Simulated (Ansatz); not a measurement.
ZnS in Ansatz: convergence with xc grid

Input of the first run (xc grid 1); the others differ in this setting and in those tied to it:

File input.yaml:

```yaml
crystal:
  lattice:
    - [0.0, 2.702, 2.702]
    - [2.702, 0.0, 2.702]
    - [2.702, 2.702, 0.0]
  atoms:
    - { symbol: Zn, position: [0.739719, 0.743732, 0.747796] }
    - { symbol: S, position: [-0.009039, 0.011854, -0.011851] }
hamiltonian:
  xc: pbe
  pseudopotentials: { kind: nc }
kpoints:
  mp_grid: { grid: [6, 6, 6] }
scf:
  occupations: { method: cold, width: 0.05 }
output:
  forces: true
  stress: true
  eigenvalues: true
basis:
  xc_grid: 1
```

Potentials or basis: Ansatz NC with PseudoDojo standard (PBE files).

Run with:

```sh
$ ansatz run input.yaml --threads 2 --pin off --max-ram 5632MiB --backend cpu --events-out ev --progress --plain --runs-dir out
```

The cell isn't the ideal one: atoms moved at random, drawn with an rms of 0.05 Å.

Hardware: 2 threads of Intel(R) Xeon(R) Processor @ 2.50GHz (Skylake/Cascade Lake), with other jobs on the host.

| xc grid | energy less the tightest run, at zero smearing (meV/atom) | SCF cycles | CPU time (s) | peak memory (GiB) |
| --- | --- | --- | --- | --- |
| 1 | 0.00 | 7 | 39 | 0.47 |
| 2 | 0.00 | 7 | 39 | 0.49 |
| 3 | 0.00 | 7 | 40 | 0.55 |
| 4 | 0.00 | 7 | 44 | 0.67 |
| 5 | 0.00 | 7 | 48 | 0.89 |

Against the tightest run, the energy stays within 1 meV/atom from 1 on. The tightest run that finished is the yardstick and may itself not be fully converged.
